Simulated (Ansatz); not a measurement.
The system is Na.

```xyz
1
Lattice="-2.1410 2.1410 2.1410 2.1410 -2.1410 2.1410 2.1410 2.1410 -2.1410" Properties=species:S:1:pos:R:3 pbc="T T T"
Na    0.0000    0.0000    0.0000
```

```yaml
Program: Ansatz 0.2.0
Task: relaxation of cell and atoms
Functional: BLYP
Potentials_or_basis: Ansatz PAW
Cutoff: "420 eV (not typed: the program's choice for these potentials)"
k_mesh: 9 × 9 × 9
Occupations: fermi-dirac, width 0.05 eV
Spin: no spin polarisation
```

At the start: volume 39.26 Å³/atom.

Problem. Where does the relaxation end?

Solution. It ends after 4 steps and the volume is 37.00 Å³/atom (-5.8 %); space group Im-3m (No. 229, to 0.05 Å).

Step by step:
```
step  energy change (eV)  largest force (eV/Å)  volume (Å³)
   1              0.0000                0.0000        39.26
   2             -0.0007                0.0000        38.91
   3             -0.0025                0.0000        37.00
   4             -0.0024                0.0000        37.00
```

Final structure:
```
Na
1.0
    -2.09914    2.09914    2.09914
     2.09914   -2.09914    2.09914
     2.09914    2.09914   -2.09914
Na
1
Direct
  0.00000 0.00000 0.00000
```

Caveat: the plane-wave basis is chosen anew once the cell has moved, so the energies of steps on either side of that aren't comparable; the PAW data sets come from PBE, with cores solved anew for the run's functional, which leaves a small shift of forces and pressure.
